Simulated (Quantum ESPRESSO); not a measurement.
Runs of Quantum ESPRESSO 7.5 on CuAu3. The structure is cubic, space group Pm-3m (No. 221). The conventional cell has a = 3.980 Å, b = 3.980 Å, c = 3.980 Å, α = 90.00°, β = 90.00°, γ = 90.00°. Around Au (site symmetry 4/mmm) lie 8 Au at 2.81 Å and 4 Cu at 2.81 Å. Cu (site symmetry m-3m) has 12 Au at 2.81 Å as nearest neighbours. 

```tsv
task	level	potentials or basis	cell	k mesh	cutoff (eV)	form of the LDA correlation	SCF threshold	symmetry	mesh quality	gap on the mesh (eV)	pressure (GPa)	V0 of scaled cells (Å³/atom)	B0 (GPa)
equation of state	LDA	GBRV 1.5 LDA	as given	7 × 7 × 7	762	PZ81	8e-10 Ry	-	not flagged	-	-	15.23	(a)
equation of state	r2SCAN	SG15 PBE 1.2	as given	3 × 3 × 3	1197	-	1e-08 Ry	off	coarse	-	-	16.45	149
band structure	PBEsol	GBRV 1.5 PBEsol	as given	7 × 7 × 7	762	-	8e-10 Ry	-	not flagged	none	-1.3	-	-
single point	PBEsol	GBRV 1.5 PBEsol	atoms moved at random, drawn with an rms of 0.05 Å	7 × 7 × 7	762	-	8e-10 Ry	-	not flagged	none	-0.7	-	-
equation of state	PBEsol	GBRV 1.5 PBEsol	as given	7 × 7 × 7	762	-	8e-10 Ry	-	not flagged	-	-	(b)	176
single point	PBEsol	GBRV 1.5 PBEsol	as given	7 × 7 × 7	762	-	8e-10 Ry	-	not flagged	none	-1.3	-	-
```

Alike in all rows: no spin polarisation; smearing fermi-dirac 0.05 eV.

Fill in the values left out.

(a) 196; (b) 15.65.

Caveats: some runs use coarse meshes; the potentials were made for another functional, which shifts forces and pressure (some runs); spin-orbit coupling is left out, which moves the levels of the heavy elements (some runs).

A k mesh can miss the band edges, and the runs leave out spin-orbit coupling on Au.

A gap of «none» marks a metal or a gap under the smearing width.
